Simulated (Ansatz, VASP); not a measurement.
**Two plane-wave programs on SrO**

Contents of INCAR:

```
ALGO = Normal
EDIFF = 1E-6
ENCUT = 520
GGA = PE
ISIF = 2
ISMEAR = 0
LASPH = True
LCHARG = False
LREAL = False
LWAVE = False
NBANDS = 15
NELM = 60
PREC = Accurate
SIGMA = 0.01
```

KPOINTS

```
k-points
0
Gamma
  6 6 6
```

Contents of POSCAR:

```
SrO
1.0
    3.1028650671      0.0000000000      0.0000000000
    0.0000000000      3.1028650671      0.0000000000
    0.0000000000      0.0000000000      3.1028650671
Sr O
1 1
Direct
    0.0000000000      0.0000000000      0.0000000000
    0.5000000000      0.5000000000      0.5000000000
```

Input for Ansatz:

```yaml
crystal:
  lattice:
    - [3.1028650671, 0.0, 0.0]
    - [0.0, 3.1028650671, 0.0]
    - [0.0, 0.0, 3.1028650671]
  atoms:
    - { symbol: Sr, position: [0.0, 0.0, 0.0] }
    - { symbol: O, position: [0.5, 0.5, 0.5] }
kpoints:
  mp_grid: { grid: [6, 6, 6] }
hamiltonian:
  xc: pbe
scf:
  occupations: { method: fixed }
  n_extra_bands: 4
output:
  forces: true
  stress: true
  eigenvalues: true
  write_density: true
  write_potential: true
  elf: true
  volumetric_format: npy
```

The cell was built by a generator and needn't be a form met in nature.

Alike in both runs: task single point; functional PBE; k mesh 6 × 6 × 6; no spin polarisation.

|  | VASP | Ansatz |
| --- | --- | --- |
| version | VASP 6.6.1 | Ansatz 0.2.0 |
| potentials or method | VASP PAW PBE potentials, release 64 (Sr_sv, O) | plane waves, PAW |
| plane-wave cutoff (eV) | 520 | 420 |
| occupations | gaussian, width 0.01 eV | fixed |
| valence electrons in the cell | 16 | 16 |

|  | VASP | Ansatz | Ansatz less VASP |
| --- | --- | --- | --- |
| gap on the k mesh at the Fermi level (eV) | 2.75 | 2.80 | +0.055 |
| pressure (GPa) | 3.6 | 2.8 | -0.79 |

A k mesh can miss the band edges. As with any semilocal functional, this PBE gap is likely too small.
